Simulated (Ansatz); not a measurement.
Input of an Ansatz 0.2.0 run:

File input.yaml:

```yaml
crystal:
  lattice:
    - [3.1967, 0.0, 0.0]
    - [-1.59835, 2.7684234083, 0.0]
    - [0.0, 0.0, 5.0578]
  atoms:
    - { symbol: Hf, position: [0.6666666667, 0.3333333333, 0.75] }
    - { symbol: Hf, position: [0.3333333333, 0.6666666667, 0.25] }
hamiltonian:
  xc: pbe
  pseudopotentials: { kind: paw }
kpoints:
  mp_grid: { grid: [10, 10, 5] }
scf:
  occupations: { method: fermi_dirac, width: 0.05 }
output:
  forces: true
  stress: true
  eigenvalues: true
relax:
  f_tol: 0.01
  max_steps: 40
  cell: { stress_tol: 0.05 }
```

Potentials or basis: Ansatz PAW.

Launch:

```console
$ ansatz run input.yaml --threads 2 --pin off --max-ram 5632MiB --backend cpu --events-out ev --progress --plain --runs-dir out
```

(1) Estimate the band gap on the k mesh.

(2) What does it give for the space group after relaxing (to 0.05 Å)?

(3) What does it give for the relaxed cell?

(4) Estimate the relaxed volume.

Results:

(1) none (metal or under the smearing width).

(2) P6_3/mmc (No. 194).

(3) a = 3.206 Å, b = 3.206 Å, c = 5.059 Å, α = 90.00°, β = 90.00°, γ = 120.00°.

(4) 22.51 Å³/atom.
